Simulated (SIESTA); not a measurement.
Bi under changes of volume

One of the cells (34.327 Å³/atom); the others are scaled copies at fixed shape and fractional positions:

```
Bi
1.0
     4.65841    0.00000    0.00000
     0.00000    4.52639    0.00000
    -0.34597    0.00000    6.51195
Bi
4
Direct
  0.25137 0.25000 0.74873
  0.74863 0.75000 0.25127
  0.24989 0.25000 0.24888
  0.75011 0.75000 0.75112
```

```yaml
Program: SIESTA 5.4.2
Functional: LDA
Potentials_or_basis: PseudoDojo 0.4 standard (LDA files)
Basis: DZP (energy shift 0.003 Ry; two zetas on semicore shells)
Grid_cutoff: 500 Ry
Energy_shift: 0.003 Ry
k_mesh: 6 × 6 × 4
Occupations: fermi-dirac, width 0.05 eV
Spin: no spin polarisation
```

| volume (Å³/atom) | energy over the lowest point (meV/atom) | pressure (GPa) | largest force (eV/Å) |
| --- | --- | --- | --- |
| 32.268 | 1.43 | 0.9 | 0.010 |
| 32.954 | 0.00 | -0.2 | 0.007 |
| 33.641 | 3.40 | -1.3 | 0.005 |
| 34.327 | 11.00 | -2.2 | 0.002 |
| 35.014 | 22.34 | -3.0 | 0.004 |
| 35.700 | 37.05 | -3.8 | 0.006 |
| 36.387 | ? | ? | ? |

Problem. What does the run at 36.387 Å³/atom give?

Solution. Energy over the lowest point 54.73 meV/atom; pressure -4.4 GPa; largest force 0.007 eV/Å.

Worked out: A Birch-Murnaghan fit of order 3 (a polynomial in V^(-2/3)) to the other rows has its minimum at 32.80 Å³/atom with B0 = V·E''(V) = 55 GPa and B' = 4.7 at fixed shape and positions, which overstates the stiffness. It gives 54.70 meV/atom at 36.387 Å³/atom, against the run's 54.73, and -dE/dV = -4.4 GPa, against -4.4.

Energies are extrapolated to zero smearing.

Caveats: the basis of atomic orbitals isn't converged, which shifts pressures, moduli and gaps.
